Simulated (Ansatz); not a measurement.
# TiSi2 (Fddd) in Ansatz: reference runs

Aim: a first look at TiSi2 with PBEsol, on the cell as given and on a disturbed one.

Program: Ansatz 0.2.0. These are calculated values, not measurements. Logs are shortened: lines on timing, memory, paths and dates and some standing lists are left out, and cuts for length are marked.

### 1 The structure

It takes space group Fddd (No. 70, orthorhombic). Conventional cell: a = 4.779 Å, b = 8.235 Å, c = 8.526 Å, α = 90.00°, β = 90.00°, γ = 90.00°. Around Ti (site symmetry 222) lie 10 Si at 2.55 to 2.78 Å. Around Si (site symmetry 2) lie 5 Si at 2.52 to 2.79 Å and 5 Ti at 2.55 to 2.78 Å.

The cell is a database's computed one.

### 2 Single point, PBEsol

input.yaml reads:

```yaml
crystal:
  lattice:
    - [0.0, 4.1175163063, 4.2628978354]
    - [2.3895119538, 0.0, 4.2628978354]
    - [2.3895119538, 4.1175163063, 0.0]
  atoms:
    - { symbol: Ti, position: [0.75, 0.75, 0.75] }
    - { symbol: Ti, position: [0.5, 0.5, 0.5] }
    - { symbol: Si, position: [0.41256561, 0.08743439, 0.41256561] }
    - { symbol: Si, position: [0.08743439, 0.41256561, 0.08743439] }
    - { symbol: Si, position: [0.16256561, 0.83743439, 0.16256561] }
    - { symbol: Si, position: [0.83743439, 0.16256561, 0.83743439] }
hamiltonian:
  xc: pbesol
  pseudopotentials: { kind: paw }
kpoints:
  mp_grid: { grid: [7, 7, 7] }
scf:
  occupations: { method: fermi_dirac, width: 0.05 }
output:
  forces: true
  stress: true
  eigenvalues: true
```

Potentials or basis: Ansatz PAW.

On the command line:

```bash
$ ansatz run input.yaml --threads 2 --pin off --max-ram 5632MiB --backend cpu --events-out ev --progress --plain --runs-dir out
```

The program printed:

```text
Warning: RAYON_NUM_THREADS=2 ignored (pool sized by the plan → 2); use --threads N
Engine: ansatz 0.2.0, x86_64-unknown-linux-gnu
Pseudopotentials: kind: paw
Pseudopotential: Ti, paw, valence charge 12, recommended cutoff 420 eV (normal), Ti.paw.azcp
Pseudopotential: Si, paw, valence charge 4, recommended cutoff 420 eV (normal), Si.paw.azcp
Functional definition: PBEsol
  exchange = pbesol_x
  correlation = pbesol_c
Crystal: 6 atoms, lattice volume = 83.884 Å³
Basis set: ecut = 420 eV, 1617 PW (Γ), exchange–correlation on 80×72×64 points (8 copies of the dense FFT grid, shifted against one another)
Bands: 26, of which v1, the nominal top of the filled ones, is band 20 counted from 1 (19 counted from 0)
Symmetry: 8 space group operations
Space group: Fddd (ITA 70), of the structure as read, at distance tolerance 4.4e-5 Å
k-points: 64 of 343
Non-local potential: Ti, projectors of the file, l = 0: 3, l = 1: 2, l = 2: 3, l = 3: 1
Non-local potential: Si, projectors of the file, l = 0: 2, l = 1: 2, l = 2: 2
PAW form: soft (Blöchl's): semilocal exchange-correlation on the pseudo side does not see the compensation charge
PAW frozen core: Ti, regenerated for the run's functional, and the local potential with it (the file was generated under x = pbe(κ = 0.804, μ = 0.2195149727645171), c = pbe(β = 0.06672455060314922))
PAW frozen core: Si, regenerated for the run's functional, and the local potential with it (the file was generated under x = pbe(κ = 0.804, μ = 0.2195149727645171), c = pbe(β = 0.06672455060314922))
PAW one-centre angular grid: Ti, 590 points (default); XC on 64 Gauss nodes
PAW one-centre angular grid: Si, 110 points (default); XC on 64 Gauss nodes
Initial density: superposition of atomic densities (neutral atoms: chi_scale 0, normalization atom), corrected by the library's trained network
Initial wavefunctions: pseudopotential atomic-orbital guess
Functional: x = pbesol(κ = 0.804, μ = 0.12345679012345678), c = pbesol(β = 0.046)
SCF iter   1: F=—  HF=-7437.783480 eV  |F-HF|=—  |Δ(HF+E_count)|=         —  Δρ=4.13e-3  dr2=2.12e-2  ethr=1.77e-3  ⟨swp⟩=6.3  Hψ=8390  notcnv=0  defer=1
preconditioner: auto → Kerker (q_TF=auto, 2.412 Å⁻¹)  [metal: Δε(μ)=0.006 eV  Ē_g=6.376 eV  σ=0.050 eV  W_gap=0.03  n_scr=16 (ndim 8)  ℏωp=19.9 eV  f_vac=0.000  D(μ)=2.39/eV (n_scr^D=16)]
SCF iter   2: F=—  HF=-7437.779934 eV  |F-HF|=—  |Δ(HF+E_count)|=   3.55e-3  Δρ=2.42e-3  dr2=6.90e-3  ethr=5.31e-5  ⟨swp⟩=1.1  Hψ=2191  notcnv=0  defer=8
SCF iter   3: F=—  HF=-7437.778323 eV  |F-HF|=—  |Δ(HF+E_count)|=   1.61e-3  Δρ=2.60e-4  dr2=7.79e-5  ethr=1.72e-5  ⟨swp⟩=2.2  Hψ=2548  notcnv=0  defer=8
SCF iter   4: F=—  HF=-7437.778307 eV  |F-HF|=—  |Δ(HF+E_count)|=   1.53e-5  Δρ=9.47e-5  dr2=7.92e-6  ethr=1.95e-7  ⟨swp⟩=2.1  Hψ=2455  notcnv=0  defer=9
SCF iter   5: F=—  HF=-7437.778306 eV  |F-HF|=—  |Δ(HF+E_count)|=   1.39e-6  Δρ=2.27e-5  dr2=2.90e-7  ethr=1.98e-8  ⟨swp⟩=2.7  Hψ=2731  notcnv=0  defer=9
SCF iter   6: F=-7437.778306 eV  HF=-7437.778306 eV  |F-HF|=9.22e-9  |Δ(HF+E_count)|=   2.14e-8  Δρ=3.39e-6  dr2=1.27e-8  ethr=2.50e-10  ⟨swp⟩=6.6  Hψ=6731  notcnv=0
SCF 1 converged in 6 iterations: F = -7437.778306 eV  dr2 = 1.27e-8
SCF converged after 6 iterations
Free energy (F): -7437.778306 eV
Harris-Foulkes:  -7437.778306 eV  (|F-HF|=9.22e-9)
Internal energy: -7437.758146 eV  (E = F + TS)
E sigma→0 (E₀):  -7437.768226 eV
Entropy (-TS):   -0.020160 eV (-3.360 meV/atom)
Fermi energy:    12.540670 eV
--- Per-component energies (eV) ---
  E_band       = -214.294839
  E_kinetic    = 719.497951
  E_local      = -2026.683274  (includes V_loc(G=0)·N_el)
  E_nonlocal   = 119.842842
  E_hartree    = 882.866405
  E_xc         = -420.605946
  E_vxc        = -441.517055  (∫ρ·V_xc dr)
  E_paw        = -4040.569537  (= ΣΔE_a)
  E_vpaw       = -351.163176  (= ΣTr[D̂ρ^β])
  E_aug_tail   = 0.000231  (compensation charges beyond the density's cutoff)
  E_ewald      = -2672.511829
  E_core_change = 0.405011  (= ΣΔE_core)
  E_smearing   = -0.020160  (= −TS)
  E_closure    = -0.000000  (closes the sum)
  Σ components = -7437.778306   (vs F -7437.778306, Δ=0.00e0)
--- Forces (eV/Å), atoms counted from 1 ---
  atom   1  Ti    -0.00000000     0.00000000    -0.00000000
  atom   2  Ti     0.00000000    -0.00000000     0.00000000
  atom   3  Si     0.00000000     0.04775756    -0.00000000
  atom   4  Si     0.00000000    -0.04775756     0.00000000
  atom   5  Si     0.00000000     0.04775756    -0.00000000
  atom   6  Si     0.00000000    -0.04775756     0.00000000
  max |Σ_I F_I| component: 2.78e-17 eV/Å
--- Stress (GPa, compression-positive) ---
       -1.708456      -0.000000      -0.000000
       -0.000000      -3.110843       0.000000
       -0.000000       0.000000      -1.059130
  P = ⅓ Tr σ = -1.9595 GPa (-19.595 kbar)
--- Band table (eV; the first three rows and the last of 64) ---
  k-point 0: bands = ["-43.4399", "-43.4105", "-19.9332", "-19.9307", "-19.8414", "-19.8262", "-19.8151", "-19.8040", "-0.0385", "5.8552", "6.8229", "7.1490", "7.4993", "8.7874", "8.8269", "10.0524", "10.2701", "10.4939", "10.7745", "11.1948", "11.6061", "14.6240", "15.6850", "15.9086", "15.9669", "16.0225"]
  k-point 1: bands = ["-43.4387", "-43.4116", "-19.9344", "-19.9278", "-19.8476", "-19.8263", "-19.8137", "-19.8038", "0.1761", "5.5787", "5.9798", "7.0374", "7.8683", "8.7342", "9.2397", "9.7986", "10.4054", "10.4995", "11.2695", "11.3660", "11.5946", "14.4151", "15.5094", "15.5794", "15.7767", "15.9156"]
  k-point 2: bands = ["-43.4358", "-43.4144", "-19.9390", "-19.9183", "-19.8635", "-19.8249", "-19.8120", "-19.8028", "0.7921", "4.6555", "5.1542", "6.9168", "7.6834", "8.4341", "9.4897", "9.9984", "10.7962", "11.2097", "11.4675", "11.8015", "12.3872", "13.8893", "15.0832", "15.1612", "15.3857", "15.4213"]
  k-point 63: bands = ["-43.4257", "-43.4243", "-19.9119", "-19.9045", "-19.8732", "-19.8629", "-19.8072", "-19.8034", "2.0133", "2.0474", "6.0116", "7.0159", "7.9380", "9.2835", "9.4859", "9.9892", "10.8787", "11.0864", "11.5209", "11.5581", "13.4445", "13.5155", "14.6543", "15.2073", "15.5837", "15.7357"]
```

Wall time 3.9 s (2 threads of AMD EPYC 7R13 (Zen 3), shared host); peak memory 0.47 GiB.

What came out:

| Item | Value |
| --- | --- |
| Free energy | -7437.7783 eV |
| Pressure | -2.0 GPa |
| Largest force | 0.048 eV/Å |
| Band gap on the k mesh | none (metal or under the smearing width) |

Forces in eV/Å, atoms in the order of the input:
```
Ti   0.000  0.000  0.000
Ti   0.000  0.000  0.000
Si   0.000  0.048  0.000
Si   0.000 -0.048  0.000
Si   0.000  0.048  0.000
Si   0.000 -0.048  0.000
```

Stress tensor (GPa, compression positive):
```
-1.71  0.00  0.00
 0.00 -3.11  0.00
 0.00  0.00 -1.06
```

Caveat: the PAW data sets come from PBE, with cores solved anew for the run's functional, which leaves a small shift of forces and pressure.

### 3 Single point, PBEsol (atoms moved at random, drawn with an rms of 0.05 Å)

input.yaml reads:

```yaml
crystal:
  lattice:
    - [0.0, 4.1175163063, 4.2628978354]
    - [2.3895119538, 0.0, 4.2628978354]
    - [2.3895119538, 4.1175163063, 0.0]
  atoms:
    - { symbol: Ti, position: [0.729809, 0.766008, 0.754516] }
    - { symbol: Ti, position: [0.509808, 0.4938, 0.488125] }
    - { symbol: Si, position: [0.4119, 0.088629, 0.401217] }
    - { symbol: Si, position: [0.08792, 0.415841, 0.089056] }
    - { symbol: Si, position: [0.155235, 0.853854, 0.164618] }
    - { symbol: Si, position: [0.852637, 0.149469, 0.827582] }
hamiltonian:
  xc: pbesol
  pseudopotentials: { kind: paw }
kpoints:
  mp_grid: { grid: [7, 7, 7] }
scf:
  occupations: { method: fermi_dirac, width: 0.05 }
output:
  forces: true
  stress: true
  eigenvalues: true
  write_density: true
  write_potential: true
  elf: true
  volumetric_format: npy
```

Potentials or basis: Ansatz PAW.

On the command line:

```bash
$ ansatz run input.yaml --threads 2 --pin off --max-ram 5632MiB --backend cpu --events-out ev --progress --plain --runs-dir out
```

The program printed:

```text
Warning: RAYON_NUM_THREADS=2 ignored (pool sized by the plan → 2); use --threads N
Engine: ansatz 0.2.0, x86_64-unknown-linux-gnu
Pseudopotentials: kind: paw
Pseudopotential: Ti, paw, valence charge 12, recommended cutoff 420 eV (normal), Ti.paw.azcp
Pseudopotential: Si, paw, valence charge 4, recommended cutoff 420 eV (normal), Si.paw.azcp
Functional definition: PBEsol
  exchange = pbesol_x
  correlation = pbesol_c
Crystal: 6 atoms, lattice volume = 83.884 Å³
[... 49 lines left out ...]
  atom   2  Ti     0.59954615    -0.10431671    -0.20389188
  atom   3  Si     0.18503593     0.17686384     0.11041264
  atom   4  Si     0.04181455    -0.32141421     0.29107407
  atom   5  Si    -0.27009730     0.06184035    -0.55574598
  atom   6  Si     0.36610788    -0.26779398     0.04567687
  max |Σ_I F_I| component: 2.03e-5 eV/Å
--- Stress (GPa, compression-positive) ---
       -1.373960      -0.523265      -1.185480
       -0.523264      -2.557870       1.320738
       -1.185480       1.320739      -0.184715
  P = ⅓ Tr σ = -1.3722 GPa (-13.722 kbar)
--- Band table (eV; the first three rows and the last of 172) ---
  k-point 0: bands = ["-43.4524", "-43.4227", "-19.9525", "-19.9341", "-19.8542", "-19.8469", "-19.8254", "-19.8066", "-0.0715", "5.9143", "6.7588", "7.1020", "7.3671", "8.7462", "8.9451", "10.1121", "10.2640", "10.4140", "10.7045", "11.3194", "11.5977", "14.6514", "15.6030", "15.8503", "15.8947", "15.9968"]
  k-point 1: bands = ["-43.4512", "-43.4239", "-19.9477", "-19.9363", "-19.8593", "-19.8464", "-19.8256", "-19.8075", "0.1427", "5.5927", "5.9135", "7.0326", "7.8163", "8.7150", "9.3042", "9.7527", "10.3842", "10.4861", "11.2774", "11.4191", "11.5967", "14.4393", "15.5139", "15.5627", "15.6836", "15.9141"]
  k-point 2: bands = ["-43.4481", "-43.4268", "-19.9412", "-19.9350", "-19.8745", "-19.8441", "-19.8262", "-19.8088", "0.7579", "4.5874", "5.1458", "6.9543", "7.6786", "8.4614", "9.4271", "10.0377", "10.7430", "11.1538", "11.4651", "11.8234", "12.4276", "13.9332", "15.0032", "15.1485", "15.3828", "15.4716"]
  k-point 171: bands = ["-43.4460", "-43.4287", "-19.9642", "-19.9223", "-19.8876", "-19.8379", "-19.8217", "-19.8013", "1.6215", "3.5902", "4.5775", "6.2998", "7.8921", "8.6224", "9.1339", "10.5040", "11.1702", "11.3611", "12.1174", "12.2883", "13.1119", "13.5761", "14.7207", "14.8264", "15.0669", "15.5831"]
```

rho_z.tsv:

```text
# z_ang	rho[e/angstrom^3]
# format = ansatz-planar-average/11
# lattice	0.000000000	4.117516306	4.262897835
# lattice	2.389511954	0.000000000	4.262897835
# lattice	2.389511954	4.117516306	0.000000000
# sites	6
# site	22	3.633310274	6.111732391	6.376515051
# site	22	2.346321525	4.109005400	4.278278371
# site	14	1.170492873	3.348022506	2.133703991
# site	14	1.206457417	0.728701566	2.147481676
# site	14	2.433651019	1.316999943	4.301643314
# site	14	2.334675044	6.918329131	4.271875498
0.000000	3.024916e-1
0.148770	2.950963e-1
0.297540	2.897764e-1
0.446310	2.865628e-1
0.595080	2.859752e-1
0.743850	2.881889e-1
[... 24 lines left out ...]
4.463101	3.427611e-1
4.611871	3.154105e-1
```

v_z.tsv:

```text
# z_ang	v_es[eV]	v_tot[eV]
# format = ansatz-planar-average/11
# xc	pbesol
# density_cutoff_ev	1680
# datasets	Ti=:simpson_from_first_knot:soft:shift=-797321	Si=:simpson_from_first_knot:soft:shift=-540422
# lattice	0.000000000	4.117516306	4.262897835
# lattice	2.389511954	0.000000000	4.262897835
# lattice	2.389511954	4.117516306	0.000000000
# sites	6
# site	22	3.633310274	6.111732391	6.376515051
# site	22	2.346321525	4.109005400	4.278278371
# site	14	1.170492873	3.348022506	2.133703991
# site	14	1.206457417	0.728701566	2.147481676
# site	14	2.433651019	1.316999943	4.301643314
# site	14	2.334675044	6.918329131	4.271875498
0.000000	4.416275e0	-6.872577e0
0.148770	4.059503e0	-7.344765e0
0.297540	3.569027e0	-7.978363e0
0.446310	3.143729e0	-8.504493e0
0.595080	2.920174e0	-8.771064e0
0.743850	2.934403e0	-8.744009e0
[... 24 lines left out ...]
4.463101	4.464832e0	-6.924451e0
4.611871	4.545613e0	-6.738198e0
```

Run time: 20 s. Hardware: 2 threads of AMD EPYC 7R13 (Zen 3), shared host; peak memory 0.62 GiB.

What came out:

* Free energy: -7437.6863 eV
* Pressure: -1.4 GPa
* Largest force: 1.075 eV/Å
* Band gap on the k mesh: none (metal or under the smearing width)

Forces on the atoms (eV/Å):
```
Ti  -0.922  0.455  0.312
Ti   0.600 -0.104 -0.204
Si   0.185  0.177  0.110
Si   0.042 -0.321  0.291
Si  -0.270  0.062 -0.556
Si   0.366 -0.268  0.046
```

Stress tensor (GPa, compression positive):
```
-1.37 -0.52 -1.19
-0.52 -2.56  1.32
-1.19  1.32 -0.18
```

Levels at points of the mesh, in eV from the Fermi level:
```csv
k point,band 17,band 18,band 19,band 20,band 21,band 22,band 23,band 24
"(0.00, 0.00, 0.00)",-2.27,-2.12,-1.83,-1.21,-0.93,2.12,3.07,3.32
```

Caveat: the PAW data sets come from PBE, with cores solved anew for the run's functional, which leaves a small shift of forces and pressure.
